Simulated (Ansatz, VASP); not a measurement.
## Two plane-wave programs on InP

```
In P
1.0
     0.00000    2.93050    2.93050
     2.93050    0.00000    2.93050
     2.93050    2.93050    0.00000
In P
1 1
Cartesian
  0.0000 0.0000 0.0000
  4.3957 4.3957 4.3957
```

Alike in both runs: task relaxation of cell and atoms; functional LDA; k mesh 10 × 10 × 10; occupations gaussian, width 0.02 eV; no spin polarisation.

|  | VASP | Ansatz |
| --- | --- | --- |
| version | VASP 6.6.1 | Ansatz 0.2.0 |
| potentials or method | VASP PAW LDA potentials, release 64 (In_d, P) | scalar-relativistic, plane waves, PAW |
| plane-wave cutoff (eV) | 600 | 420 |
| valence electrons in the cell | 18 | 18 |

```csv
,VASP,Ansatz,Ansatz less VASP
"gap on the k mesh at the Fermi level, each at its own relaxed structure (eV)",0.60,0.58,-0.024
relaxed volume (Å³/atom),24.75,24.73,-0.022
relaxed cell length with the largest relative difference (Å),4.122,4.120,-0.0012
energy change over the relaxation (meV/atom),-1,-2,-0.2
```

Caveats: spin-orbit coupling is left out, which moves the levels of the heavy elements. A hybrid or GW would open this gap; LDA tends to underestimate it. Zero-point motion and thermal expansion aren't in these numbers.
